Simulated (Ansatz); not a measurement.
SnO2:

```
CELL_PARAMETERS angstrom
0.00000 2.57415 2.57415
2.57415 0.00000 2.57415
2.57415 2.57415 0.00000
ATOMIC_POSITIONS crystal
Sn 0.00000 0.00000 0.00000
O 0.75000 0.75000 0.75000
O 0.25000 0.25000 0.25000
```

Measurements of this composition are mostly on another form, of space group No. 136.

Base run:

- Program: Ansatz 0.2.0
- Functional: RPBE
- Potentials or basis: Ansatz PAW
- Cutoff: 420 eV (not typed: the program's choice for these potentials)
- k mesh: 9 × 9 × 9
- Occupations: fermi-dirac, width 0.05 eV
- Spin: no spin polarisation

Its results: band gap on the k mesh none (metal or under the smearing width); pressure 3.7 GPa.

After a change of settings the same cell gave: band gap on the k mesh none (metal or under the smearing width); pressure -7.0 GPa. Which change was it?
A. functional from RPBE to r2SCAN; cutoff from 420 eV (not typed: the program's choice for these potentials) to 500 eV (not typed: the program's choice for these potentials)
B. functional from RPBE to PBEsol
C. functional from RPBE to BLYP
D. functional from RPBE to LDA

B.

PBEsol binds more tightly than RPBE, so the same cell stands under less pressure.

Caveats: spin-orbit coupling is left out, which moves the levels of the heavy elements; the PAW data sets come from PBE, with cores solved anew for the run's functional, which leaves a small shift of forces and pressure.

Runs at the PBE level aren't shown here.
